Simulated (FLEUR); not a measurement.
**C: equation of state with LDA**

**What was measured.**

From “Equation of state of cubic boron nitride at high pressures and temperatures”, 2007, arxiv:cond-mat/0702656, for a bulk crystal of C: bulk modulus 442 ± 5 GPa.

C:

```
CELL_PARAMETERS angstrom
0.00000 1.78337 1.78337
1.78337 0.00000 1.78337
1.78337 1.78337 0.00000
ATOMIC_POSITIONS crystal
C 0.75000 0.75000 0.75000
C 0.50000 0.50000 0.50000
```

This isn't the form of C at room conditions, which is graphite.

```yaml
Program: FLEUR MaX-R8.1 (later development tree)
Task: equation of state
Functional: LDA
Potentials_or_basis: all-electron
Basis: FLAPW
Kmax: 5.34 1/bohr
k_mesh: 13 × 13 × 13
Occupations: fermi-dirac, width 0.05 eV
Spin: no spin polarisation
Gmax: 16.6 1/bohr
Muffin-tin_radii: C 1.31 bohr
lmax: C 8
Local_orbitals_a_species: C 3
```

| Quantity | Value |
| --- | --- |
| Equilibrium volume | 5.51 Å³/atom |
| Bulk modulus | 468 GPa |
| Pressure derivative of the bulk modulus | 3.6 (rough: it moves with the points fitted) |

Energy against volume, from the lowest point:
```csv
volume (Å³/atom),energy (meV/atom)
5.332,7.49
5.445,0.00
5.672,6.00
5.899,35.81
6.012,58.39
```

A measured bulk modulus of C is 442 GPa (quoted in “Equation of state of cubic boron nitride at high pressures and temperatures”, 2007, arxiv:cond-mat/0702656); the calculated 468 GPa misses it by +5.9 %. 3 values of this kind are on record (442 to 444.8 GPa); this one was drawn at random among those near their median, those with a stated uncertainty first. The fit is for a static lattice scaled at fixed shape and fixed fractional positions. The cell as given is a measured one (5.67 Å³/atom); LDA puts the equilibrium volume -2.9 % from it, thermal expansion not counted.
